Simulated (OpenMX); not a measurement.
The system is NiO.

```
Ni O
1.0
     0.00000    2.08590    2.08590
     2.08590    0.00000    2.08590
     2.08590    2.08590    0.00000
Ni O
1 1
Cartesian
  0.0000 0.0000 0.0000
  2.0859 2.0859 2.0859
```

Base run:

```yaml
Program: OpenMX 3.8.5
Functional: PBE
Potentials_or_basis: OpenMX 2013 PBE set, Ni6.0H-s2p2d1, O6.0-s2p2, grid cutoff 500 Ry
k_mesh: 11 × 11 × 11
Occupations: fermi-dirac, width 0.05 eV
Spin: collinear spin, ferromagnetic start
Starting_moments: "[1.0, 0.0] μB"
```

Its results: pressure 6.9 GPa; net moment 0.34 μB per cell; site moments Ni +0.29; O +0.05 μB.

**Question.** The run is repeated on the same cell with these changes: functional from PBE to LDA; potentials or basis from OpenMX 2013 PBE set, Ni6.0H-s2p2d1, O6.0-s2p2, grid cutoff 500 Ry to OpenMX 2013 LDA set, Ni6.0H-s3p2d2, O6.0-s2p2d1, grid cutoff 500 Ry. What comes out?

**Answer.** Pressure -16.1 GPa; net moment -0.14 μB per cell; site moments Ni -0.12; O -0.02 μB.

Caveats: the basis of atomic orbitals isn't converged, which shifts pressures, moduli and gaps; the transition metal has a single d function, too few for pressures, volumes and moments (some runs); so large a pressure means that the cell lies far from this level's equilibrium, or that cutoff or potentials fall short (some runs).
